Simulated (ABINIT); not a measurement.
# TiAl in ABINIT: the effect of functional

Crystal: TiAl.

```xyz
2
Lattice="2.8673 0.0000 0.0000 -1.4336 2.4831 0.0000 0.0000 0.0000 4.6781" Properties=species:S:1:pos:R:3 pbc="T T T"
Ti    0.0000    0.0000    0.0000
Al    0.0000    1.6554    2.3390
```

The cell comes from a database or a generator and needn't be the stable form of this composition.

Alike in all runs:

| Item | Value |
| --- | --- |
| Program | ABINIT 10.8.3 (patched build) |
| Task | band structure |
| Potentials or basis | JTH PAW PBE v2.0 |
| Cutoff | 490 eV |
| k mesh | 11 × 11 × 6 |
| Occupations | fermi-dirac, width 0.05 eV |
| Spin | no spin polarisation |

```tsv
functional	pressure (GPa)
LDA	-5.5
PBEsol	-2.6
BLYP	?
AM05	-2.7
r2SCAN	-1.1
SCAN	-1.2
```

Q: What does the run with functional BLYP give?

A: Pressure 3.3 GPa.

Caveats: the PAW data sets were made with another functional, which shifts forces and pressure a little.
